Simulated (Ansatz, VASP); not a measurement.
# Mo: VASP beside Ansatz

```xyz
1
Lattice="-1.5734 1.5734 1.5734 1.5734 -1.5734 1.5734 1.5734 1.5734 -1.5734" Properties=species:S:1:pos:R:3 pbc="T T T"
Mo    0.0000    0.0000    0.0000
```

Alike in both runs: task relaxation of cell and atoms; functional LDA; k mesh 14 × 14 × 14; occupations fermi-dirac, width 0.1 eV; no spin polarisation.

```csv
,VASP,Ansatz
version,VASP 6.6.1,Ansatz 0.2.0
potentials or method,"VASP PAW LDA potentials, release 64 (Mo_sv)","PAW with Ansatz's default frozen-core files, scalar-relativistic"
plane-wave cutoff (eV),600,420
valence electrons in the cell,14,14
```

VASP gave:

| Quantity | Value |
| --- | --- |
| relaxed volume (Å³/atom) | 15.15 |
| relaxed cell length with the largest relative difference (Å) | 2.700 |
| energy change over the relaxation (meV/atom) | -11 |

Q: Estimate Ansatz's values.

A: Relaxed volume (Å³/atom): 15.09; relaxed cell length with the largest relative difference (Å): 2.696; energy change over the relaxation (meV/atom): -14.

LDA usually gives volumes a few per cent too small. Zero-point motion and thermal expansion aren't in these numbers.
